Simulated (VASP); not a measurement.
Wanted: the native input for a VASP 6.6.1 run.

* Task: relaxation of cell and atoms
* Functional: PBEsol
* Potentials or basis: VASP PAW PBE potentials, release 64 (Ga_d, N)
* Cutoff: 600 eV
* k mesh: 12 × 12 × 5
* Occupations: gaussian, width 0.03 eV
* Spin: no spin polarisation
* Further INCAR settings: ALGO = Normal; EDIFF = 1e-06; IBRION = 2; EDIFFG = -0.01; NSW = 90; ISIF = 3

The structure of GaN lies in POSCAR:

```
GaN
1.0
    3.1800000000      0.0000000000      0.0000000000
   -1.5900000000      2.7539607840      0.0000000000
    0.0000000000      0.0000000000      5.1660000000
Ga N
2 2
Direct
    0.3333333333      0.6666666667      0.0000000000
    0.6666666667      0.3333333333      0.5000000000
    0.3333333333      0.6666666667      0.3750000000
    0.6666666667      0.3333333333      0.8750000000
```

The input as run:

INCAR

```
PREC = Accurate ; ENCUT = 600
EDIFF = 1E-6 ; ISMEAR = 0
SIGMA = 0.03 ; LREAL = False
LASPH = True ; NELM = 80
ALGO = Normal ; ISIF = 3
LWAVE = False ; LCHARG = False
GGA = PS ; IBRION = 2
NSW = 90 ; EDIFFG = -0.01
KPAR = 4
```

KPOINTS

```
regular mesh
0
Gamma
  12 12 5
```

Potentials or basis: VASP PAW PBE potentials, release 64 (Ga_d, N).

Launch:

```sh
$ cat potpaw_PBE.64/Ga_d/POTCAR potpaw_PBE.64/N/POTCAR > POTCAR
$ mpirun -np 4 vasp_std > vasp.out
```

Results of the run:

```
Relaxed volume                         : 11.35 Å³/atom
Relaxed cell                           : a = 3.180 Å, b = 3.180 Å, c = 5.184 Å, α = 90.00°, β = 90.00°, γ = 120.00°
Space group after relaxing (to 0.05 Å) : P6_3mc (No. 186)
Energy gained by relaxing              : 0.5 meV/atom
Ionic steps                            : 6
Pressure after relaxing                : 0.0 GPa
Largest force after relaxing           : 0.006 eV/Å
Band gap on the k mesh                 : 1.91 eV, direct
```

Caveat: the PAW data sets were made with another functional, which shifts forces and pressure a little.

Wall time 40 s on 4 MPI ranks on AMD EPYC 9R45 (Zen 5), on a shared host, peak memory 0.2 GiB a rank.
